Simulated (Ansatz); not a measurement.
# K (Im-3m) in Ansatz: settings compared

Aim: see how the results for K move with the level of theory and the settings. Levels: RPBE, revPBE. Tasks: relaxation of cell and atoms.

Program: Ansatz 0.2.0. These are calculated values, not measurements. Logs are shortened: lines on timing, memory, paths and dates and some standing lists are left out, and cuts for length are marked.

## 1. The structure

The structure is cubic, space group Im-3m (No. 229). The conventional cell has a = 5.395 Å, b = 5.395 Å, c = 5.395 Å, α = 90.00°, β = 90.00°, γ = 90.00°.

## 2. Relaxation of cell and atoms, RPBE

Input file input.yaml:

```yaml
crystal:
  lattice:
    - [-2.6975585167, 2.6975585167, 2.6975585167]
    - [2.6975585167, -2.6975585167, 2.6975585167]
    - [2.6975585167, 2.6975585167, -2.6975585167]
  atoms:
    - { symbol: K, position: [0.0, 0.0, 0.0] }
hamiltonian:
  xc: rpbe
  pseudopotentials: { kind: paw }
kpoints:
  mp_grid: { grid: [7, 7, 7] }
scf:
  occupations: { method: fermi_dirac, width: 0.05 }
output:
  forces: true
  stress: true
  eigenvalues: true
  write_density: true
  write_potential: true
  elf: true
  volumetric_format: npy
relax:
  f_tol: 0.01
  max_steps: 40
  cell: { stress_tol: 0.05 }
```

Potentials or basis: Ansatz PAW.

Started as:

```sh
$ ansatz run input.yaml --threads 2 --pin off --max-ram 5632MiB --backend cpu --events-out ev --progress --plain --runs-dir out
```

Standard output:

```text
Warning: RAYON_NUM_THREADS=2 ignored (pool sized by the plan → 2); use --threads N
Engine: ansatz 0.2.0, aarch64-unknown-linux-gnu
Pseudopotentials: kind: paw
Pseudopotential: K, paw, valence charge 9, recommended cutoff 420 eV (normal), K.paw.azcp
Functional definition: RPBE
  parameter kappa = 0.804
  parameter beta = 0.06672455060314922
  exchange = rpbe_x(kappa = kappa, mu = beta*pi^2/3)
  correlation = pbe_c(beta = beta)
Crystal: 1 atoms, lattice volume = 78.519 Å³
Basis set: ecut = 420 eV, 1505 PW (Γ), exchange–correlation on 64×64×64 points (8 copies of the dense FFT grid, shifted against one another)
Bands: 9, of which v1, the nominal top of the filled ones, is band 5 counted from 1 (4 counted from 0)
Symmetry: 48 space group operations
Space group: Im-3m (ITA 229), of the structure as read, at distance tolerance 4.3e-5 Å
k-points: 20 of 343
Non-local potential: K, projectors of the file, l = 0: 3, l = 1: 2, l = 2: 2
PAW form: soft (Blöchl's): semilocal exchange-correlation on the pseudo side does not see the compensation charge
PAW frozen core: K, regenerated for the run's functional, and the local potential with it (the file was generated under x = pbe(κ = 0.804, μ = 0.2195149727645171), c = pbe(β = 0.06672455060314922))
PAW one-centre angular grid: K, 110 points (default); XC on 64 Gauss nodes
Initial density: superposition of atomic densities (neutral atoms: chi_scale 0, normalization atom), corrected by the library's trained network
Initial wavefunctions: pseudopotential atomic-orbital guess
Functional: x = rpbe, c = pbe(β = 0.06672455060314922)
SCF iter   1: F=—  HF=-1542.089505 eV  |F-HF|=—  |Δ(HF+E_count)|=         —  Δρ=1.51e-3  dr2=7.28e-4  ethr=1.77e-3  ⟨swp⟩=5.6  Hψ=1356  notcnv=0
preconditioner: auto → none  [insulator: Δε(μ)=0.196 eV  Ē_g=3.947 eV  σ=0.050 eV  W_gap=0.72  n_scr=12 (ndim 8)  ℏωp=4.2 eV  f_vac=0.000  D(μ)=0.86/eV (n_scr^D=0)  ε∞_Penn≈2.1]
SCF iter   2: F=—  HF=-1542.089686 eV  |F-HF|=—  |Δ(HF+E_count)|=   1.82e-4  Δρ=7.34e-4  dr2=2.01e-4  ethr=8.09e-6  ⟨swp⟩=2.5  Hψ=431  notcnv=0
SCF iter   3: F=—  HF=-1542.089933 eV  |F-HF|=—  |Δ(HF+E_count)|=   2.47e-4  Δρ=2.36e-4  dr2=3.99e-5  ethr=2.24e-6  ⟨swp⟩=2.0  Hψ=264  notcnv=0
SCF iter   4: F=—  HF=-1542.089918 eV  |F-HF|=—  |Δ(HF+E_count)|=   1.49e-5  Δρ=1.10e-4  dr2=8.79e-6  ethr=4.43e-7  ⟨swp⟩=2.0  Hψ=259  notcnv=0
SCF iter   5: F=—  HF=-1542.089916 eV  |F-HF|=—  |Δ(HF+E_count)|=   2.28e-6  Δρ=6.42e-5  dr2=2.90e-6  ethr=9.77e-8  ⟨swp⟩=2.0  Hψ=270  notcnv=0
SCF iter   6: F=—  HF=-1542.089915 eV  |F-HF|=—  |Δ(HF+E_count)|=   1.16e-6  Δρ=2.55e-5  dr2=4.60e-7  ethr=3.22e-8  ⟨swp⟩=2.0  Hψ=265  notcnv=0
SCF iter   7: F=-1542.089914 eV  HF=-1542.089914 eV  |F-HF|=1.14e-8  |Δ(HF+E_count)|=   2.16e-7  Δρ=4.42e-6  dr2=1.36e-8  ethr=1.11e-9  ⟨swp⟩=5.4  Hψ=884  notcnv=0
SCF 1 converged in 7 iterations: F = -1542.089914 eV  dr2 = 1.36e-8
[... 19 lines left out ...]
SCF 3 converged in 4 iterations: F = -1542.090331 eV  dr2 = 7.21e-11
relax step   3: F+E_penalty+E_count = -1542.09033121 eV  Δ(F+E_penalty+E_count) = -3.369e-4 eV  max|allowed force component| = 0.000e0 eV/Å  Δτ_max = 0.0000 Å  P = +0.002 GPa  Ω = 80.296 Å³  energy of the carried Pulay correction = -3.469e-6 eV  (4 SCF iters, dr2 threshold 1.13e-8 eV, accepted)
Initial wavefunctions: pseudopotential atomic-orbital guess (no wavefunctions were taken with the density)
iter 1 solved again at ethr=2.16e-7 eV; its pass at ethr=3.10e-3 eV (dr2=1.94e-5 eV) is discarded
SCF iter   1: F=—  HF=-1542.090336 eV  |F-HF|=—  |Δ(HF+E_count)|=         —  Δρ=5.98e-6  dr2=1.98e-9  ethr=2.16e-7  ⟨swp⟩=3.2  Hψ=1890  notcnv=0
eigensolver tolerance schedule: the retry pair's looser diagonalisation over-reported the residual by 9799.15 of it (diagonalisation noise at 2.15 of the residual, at the tolerance the schedule requests for it); recorded, not acted on — ethr = c·dr2/N_el stays at c = 1.0e-1
SCF iter   2: F=—  HF=-1542.090334 eV  |F-HF|=—  |Δ(HF+E_count)|=   1.46e-6  Δρ=3.09e-6  dr2=5.41e-10  ethr=2.20e-11  ⟨swp⟩=2.4  Hψ=290  notcnv=0
SCF iter   3: F=-1542.090335 eV  HF=-1542.090335 eV  |F-HF|=3.05e-11  |Δ(HF+E_count)|=   1.38e-7  Δρ=1.73e-7  dr2=5.52e-12  ethr=1.00e-12  ⟨swp⟩=4.2  Hψ=855  notcnv=0
SCF 4 converged in 3 iterations: F = -1542.090335 eV  dr2 = 5.52e-12
relax step   4: F+E_penalty+E_count = -1542.09033453 eV  Δ(F+E_penalty+E_count) = -3.318e-6 eV  max|allowed force component| = 0.000e0 eV/Å  Δτ_max = 0.0000 Å  P = +0.002 GPa  Ω = 80.296 Å³  stress off target by 2.09e-3 GPa  SCF on the basis re-selected at this cell (its energy is not comparable with the rows above)  (3 SCF iters)
basis re-selected at this cell: Δ(F+E_penalty+E_count) = -3.318e-6 eV, ΔP = -0.000 GPa vs the last step (what re-selecting the basis moved, of the pressure what is left beyond the Pulay correction that the steps carried, after the strain that the cell walked since its last selection, with what the two solves' SCF thresholds leave and, on support functions, any second-order correction that the steps lacked; it is no measure of the basis error at this ecutwfc). This SCF's stress stands 2.09e-3 GPa from its target on what of the cell is left free (relax.cell.stress_tol is 5.00e-2 GPa) and its largest allowed force component is 0.00e0 eV/Å (relax.f_tol is 1.00e-2 eV/Å): within both
SCF converged after 3 iterations
Free energy (F): -1542.090335 eV
Harris-Foulkes:  -1542.090335 eV  (|F-HF|=3.05e-11)
Internal energy: -1542.083079 eV  (E = F + TS)
E sigma→0 (E₀):  -1542.086707 eV
Entropy (-TS):   -0.007256 eV (-7.256 meV/atom)
Fermi energy:    1.530582 eV
--- Per-component energies (eV) ---
  E_band       = -145.864838
  E_kinetic    = 252.258504
  E_local      = -773.468471  (includes V_loc(G=0)·N_el)
  E_nonlocal   = 12.001604
  E_hartree    = 277.458792
  E_xc         = -134.515286
  E_vxc        = -163.326127  (∫ρ·V_xc dr)
  E_paw        = -785.310608  (= ΣΔE_a)
  E_vpaw       = -28.247933  (= ΣTr[D̂ρ^β])
  E_aug_tail   = -0.000003  (compensation charges beyond the density's cutoff)
  E_ewald      = -390.458304
  E_core_change = -0.049305  (= ΣΔE_core)
  E_smearing   = -0.007256  (= −TS)
  E_closure    = 0.000000  (closes the sum)
  Σ components = -1542.090335   (vs F -1542.090335, Δ=0.00e0)
--- Forces (eV/Å), atoms counted from 1 ---
  atom   1  K     -0.00000000     0.00000000    -0.00000000
  max |Σ_I F_I| component: 5.34e-32 eV/Å
--- Stress (GPa, compression-positive) ---
        0.002088       0.000000      -0.000000
       -0.000000       0.002088      -0.000000
        0.000000      -0.000000       0.002088
  P = ⅓ Tr σ = 0.0021 GPa (0.021 kbar)
--- Band table (eV; the first three rows and the last of 20) ---
  k-point 0: bands = ["-30.7576", "-14.1667", "-14.1667", "-14.1667", "-0.4898", "5.7856", "5.7856", "5.7856", "6.6112"]
  k-point 1: bands = ["-30.7571", "-14.1758", "-14.1698", "-14.1666", "-0.2557", "5.3187", "5.4968", "5.9616", "6.3833"]
  k-point 2: bands = ["-30.7560", "-14.1960", "-14.1767", "-14.1666", "0.4202", "4.0829", "5.0226", "6.4606", "6.4743"]
  k-point 19: bands = ["-30.7531", "-14.2012", "-14.1998", "-14.1998", "2.8863", "3.3249", "4.7940", "4.7940", "4.8400"]
--- Relaxed structure (3 steps of the walk, 3 accepted, 1 SCFs on fresh bases) ---
  F+E_penalty+E_count = -1542.09033453 eV   max|allowed force component| = 0.000e0 eV/Å   (the final SCF, on the basis selected at the relaxed cell)
  cell:  # Å, volume = 80.2964 Å³
    - [-2.717766111035138, 2.717766111035138, 2.717766111035138]
    - [2.717766111035138, -2.717766111035138, 2.717766111035138]
    - [2.717766111035138, 2.717766111035138, -2.717766111035138]
  atoms:
    - { symbol: K, position: [0.0, 0.0, 0.0] }
```

Wall time 2.2 s (2 threads of Arm Neoverse V2, shared host); peak memory 0.3 GiB.

What came out:

* Free energy: -1542.0903 eV
* Relaxed volume: 80.30 Å³/atom
* Relaxed cell: a = 4.707 Å, b = 4.707 Å, c = 4.707 Å, α = 109.47°, β = 109.47°, γ = 109.47°
* Space group after relaxing (to 0.05 Å): Im-3m (No. 229)
* Energy gained by relaxing: 0.4 meV/atom
* Ionic steps: 4
* Pressure after relaxing: 0.0 GPa
* Band gap on the k mesh: none (metal or under the smearing width)

Step by step:
```
step  energy change (eV)  largest force (eV/Å)  volume (Å³)
   1              0.0000                0.0000        78.52
   2             -0.0001                0.0000        78.70
   3             -0.0004                0.0000        80.30
   4             -0.0004                0.0000        80.30
```

Final structure:
```yaml
crystal:
  lattice:
    - [-2.71777, 2.71777, 2.71777]
    - [2.71777, -2.71777, 2.71777]
    - [2.71777, 2.71777, -2.71777]
  atoms:
    - { symbol: K, position: [0.00000, 0.00000, 0.00000] }
```

Caveat: the plane-wave basis is chosen anew once the cell has moved, so the energies of steps on either side of that aren't comparable; the PAW data sets come from PBE, with cores solved anew for the run's functional, which leaves a small shift of forces and pressure.

## 3. Relaxation of cell and atoms, revPBE

input.yaml, as its differences from that of step 2:

```diff
@@ -8,3 +8,3 @@
 hamiltonian:
-  xc: rpbe
+  xc: revpbe
   pseudopotentials: { kind: paw }
@@ -18,6 +18,2 @@
   eigenvalues: true
-  write_density: true
-  write_potential: true
-  elf: true
-  volumetric_format: npy
 relax:
```

Potentials or basis: Ansatz PAW.

Started as:

```sh
$ ansatz run input.yaml --threads 2 --pin off --max-ram 5632MiB --backend cpu --events-out ev --progress --plain --runs-dir out
```

Wall time 1.3 s (2 threads of Arm Neoverse V2, shared host); peak memory 0.29 GiB.

It converged, with:

```yaml
Free_energy: -1540.8856 eV
Energy_gained_by_relaxing: 0.0 meV/atom
Ionic_steps: 2
Pressure_after_relaxing: 0.0 GPa
Band_gap_on_the_k_mesh: none (metal or under the smearing width)
```

Final structure:
```yaml
crystal:
  lattice:
    - [-2.69756, 2.69756, 2.69756]
    - [2.69756, -2.69756, 2.69756]
    - [2.69756, 2.69756, -2.69756]
  atoms:
    - { symbol: K, position: [0.00000, 0.00000, 0.00000] }
```

Levels at points of the mesh, in eV from the Fermi level:
| k point | band 3 | band 4 | band 5 | band 6 | band 7 | band 8 |
| --- | --- | --- | --- | --- | --- | --- |
| (0.00, 0.00, 0.00) | -15.68 | -15.68 | -2.05 | 4.27 | 4.27 | 4.27 |

Caveat: the plane-wave basis is chosen anew once the cell has moved, so the energies of steps on either side of that aren't comparable; the PAW data sets come from PBE, with cores solved anew for the run's functional, which leaves a small shift of forces and pressure.
